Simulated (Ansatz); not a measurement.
## Al under changes of volume

One of the cells (16.603 Å³/atom); the others are scaled copies at fixed shape and fractional positions:

```
Al
1.0
     0.00000    2.02481    2.02481
     2.02481    0.00000    2.02481
     2.02481    2.02481    0.00000
Al
1
Cartesian
  0.0000 0.0000 0.0000
```

- Program: Ansatz 0.2.0
- Functional: BPBE
- Potentials or basis: Ansatz PAW
- Cutoff: 420 eV (not typed: the program's choice for these potentials)
- k mesh: 11 × 11 × 11
- Occupations: fermi-dirac, width 0.05 eV
- Spin: no spin polarisation

```tsv
volume (Å³/atom)	energy over the lowest point (meV/atom)	pressure (GPa)
15.607	17.52	5.7
15.939	7.83	3.7
16.271	2.12	1.9
16.603	0.00	0.2
16.935	?	?
17.267	5.10	-2.6
17.599	11.68	-3.7
```

Task: What does the run at 16.935 Å³/atom give?

Result: Energy over the lowest point 1.12 meV/atom; pressure -1.3 GPa.

Worked out: A Birch-Murnaghan fit of order 3 (a polynomial in V^(-2/3)) to the other rows has its minimum at 16.65 Å³/atom with B0 = V·E''(V) = 77 GPa and B' = 4.4. It gives 1.10 meV/atom at 16.935 Å³/atom, against the run's 1.12, and -dE/dV = -1.3 GPa, against -1.3.

Energies are extrapolated to zero smearing.

Caveats: the PAW data sets come from PBE, with cores solved anew for the run's functional, which leaves a small shift of forces and pressure.
